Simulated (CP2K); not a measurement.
Crystal: N.

```
N
1.0
     5.56052    0.00000    0.00000
     0.00000    5.56052    0.00000
     0.00000    0.00000    5.56052
N
8
Cartesian
  0.3192 2.4611 3.0994
  2.4611 3.0994 0.3192
  3.0994 0.3192 2.4611
  5.2414 5.2414 5.2414
  5.2414 3.0994 2.4611
  3.0994 2.4611 5.2414
  2.4611 5.2414 3.0994
  0.3192 0.3192 0.3192
```

Program: CP2K 2026.2. Alike in all runs: task band structure; no spin polarisation; cell as given; k mesh 5 × 5 × 5.

Question: Order these runs on this cell by their band gap on the k mesh, lowest first.
A. level r2SCAN; potentials or basis POTENTIAL_UZH N GTH-SCAN-q5; TZVP-MOLOPT-SCAN-GTH basis; smearing fermi-dirac 0.01 eV; EPS_DEFAULT 1.0E-9; NGRIDS 5; basis sets N TZVP-MOLOPT-SCAN-GTH-q5; potentials N GTH-SCAN-q5 of POTENTIAL_UZH; points a segment of the path (NPOINTS) 6
B. level LDA; potentials or basis GTH_POTENTIALS N GTH-PADE-q5; TZVP-MOLOPT-PBE-GTH basis; smearing fermi-dirac 0.1 eV; EPS_DEFAULT 1.0E-9; NGRIDS 5; basis sets N TZVP-MOLOPT-PBE-GTH-q5; potentials N GTH-PADE-q5 of GTH_POTENTIALS; points a segment of the path (NPOINTS) 8
C. level TB-mBJ; potentials or basis POTENTIAL_UZH N GTH-PBE-q5; TZVP-MOLOPT-PBE-GTH basis; smearing fermi-dirac 0.1 eV; EPS_DEFAULT 1.0E-9; NGRIDS 4; basis sets N TZVP-MOLOPT-PBE-GTH-q5; potentials N GTH-PBE-q5 of POTENTIAL_UZH; points a segment of the path (NPOINTS) 10
D. level PBE; potentials or basis POTENTIAL_UZH N GTH-PBE-q5; TZVP-MOLOPT-PBE-GTH basis; smearing fermi-dirac 0.01 eV; EPS_DEFAULT 1.0E-10; NGRIDS 5; basis sets N TZVP-MOLOPT-PBE-GTH-q5; potentials N GTH-PBE-q5 of POTENTIAL_UZH; points a segment of the path (NPOINTS) 10

Answer: B (7.17 eV), D (7.36 eV), A (7.99 eV), C (8.36 eV).

Caveats: the basis of atomic orbitals isn't converged, which shifts pressures, moduli and gaps; this is a model potential without an energy functional, so only levels have meaning (some runs); forces of over 1 eV/Å show positions far from the minimum, so gaps and moduli don't describe the material at rest (some runs).

